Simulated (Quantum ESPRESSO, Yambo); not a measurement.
Planning a run of Yambo 5.3.0 on ZnSe (Stilleite). The input:

```
HF_and_locXC
gw0
dyson
ppa
em1d
rim_cut
RandQpts= 1000000
RandGvec= 1 RL
EXXRLvcs= 78 Ry
VXCRLvcs= 312 Ry
Chimod= "HARTREE"
% BndsRnXp
 1 | 137 |
%
NGsBlkXp= 10.5 Ry
% LongDrXp
 1 | 1 | 1 |
%
% GbndRnge
 1 | 137 |
%
DysSolver= "n"
ExtendOut
PPAPntXp= 27.21138 eV
% QPkrange
 1 | 1 | 17 | 20 |
%
```

```sh
OMP_NUM_THREADS=1 mpirun -n 4 yambo -F gw2.in -J gw2 -C gw2 > gw2.log
```

The stored states that it reads are on a 4×4×4 mesh. It takes space group F-43m (No. 216, cubic). Conventional cell: a = 5.668 Å, b = 5.668 Å, c = 5.668 Å, α = 90.00°, β = 90.00°, γ = 90.00°. Nearest to Zn lie 4 Se at 2.45 Å. Se has 4 Zn at 2.45 Å nearest. Farther neighbours and most contacts between anions are not listed.

Estimate wall time and host memory on 4 MPI ranks of Arm Neoverse V1, shared host.

It took 88 s; on shared hardware allow 44 s to 2.9 min. Peak host memory was 1.6 GiB.

The screening grows as filled bands × empty bands × pairs of k points, times the square of the screening basis for the matrix.

[Paths, hosts, dates, memory and timing lines, banners, echoed tables and standing remarks are left out of the program output.]

[Logs are printed without paths, hosts, clocks, repeated set-up lines and the standing remarks that a program may print on its own settings, such as how far it seeks lower states.]

[Runs of the session that timed out or met a known fault of the program may be left out.]

[Hosts, paths, dates, database ids (printed as entryN), source tags and the programs' standing remarks are cut or masked in the printed files.]
